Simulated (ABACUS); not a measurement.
The system is Si2W.

```
W Si
1.0
    -1.60690    1.60690    3.91495
     1.60690   -1.60690    3.91495
     1.60690    1.60690   -3.91495
W Si
1 2
Direct
  0.00000 0.00000 0.00000
  0.66530 0.66530 0.00000
  0.33470 0.33470 0.00000
```

```yaml
Program: ABACUS 3.10.1
Task: single point
Functional: PBE
Potentials_or_basis: PseudoDojo NC SR 0.4.1 PBE standard
Cutoff: 1007 eV
Density_cutoff: 4027 eV
Basis: plane waves
k_mesh: 12 × 12 × 12
Occupations: fermi-dirac, width 0.05 eV
Spin: no spin polarisation
```

On this cell: pressure 3.3 GPa; largest force 0.078 eV/Å; band gap on the k mesh none (metal or under the smearing width).

The same run follows on a disturbed copy (atoms moved at random, drawn with an rms of 0.05 Å):

```xyz
3
Lattice="-1.6069 1.6069 3.9150 1.6069 -1.6069 3.9150 1.6069 1.6069 -3.9150" Properties=species:S:1:pos:R:3 pbc="T T T"
W    -0.0037    0.0416   -0.0061
Si   -0.0323    0.0589    5.1936
Si   -0.0748   -0.0102    2.6451
```

Problem. What changes?

Solution. The energy (extrapolated to zero smearing) moves by +16.0 meV/atom; pressure 4.3 GPa; largest force 0.967 eV/Å; band gap on the k mesh none (metal or under the smearing width).

Forces in eV/Å, atoms in the order of the input:
```
W   -0.582 -0.216  0.209
Si   0.033 -0.296  0.400
Si   0.548  0.512 -0.609
```

Stress tensor (GPa, compression positive):
```
 4.12  0.50 -0.47
 0.50  4.17 -0.68
-0.47 -0.68  4.68
```

Caveats: there are fewer bands than atomic start orbitals, so a level may be missed at k points of high symmetry.
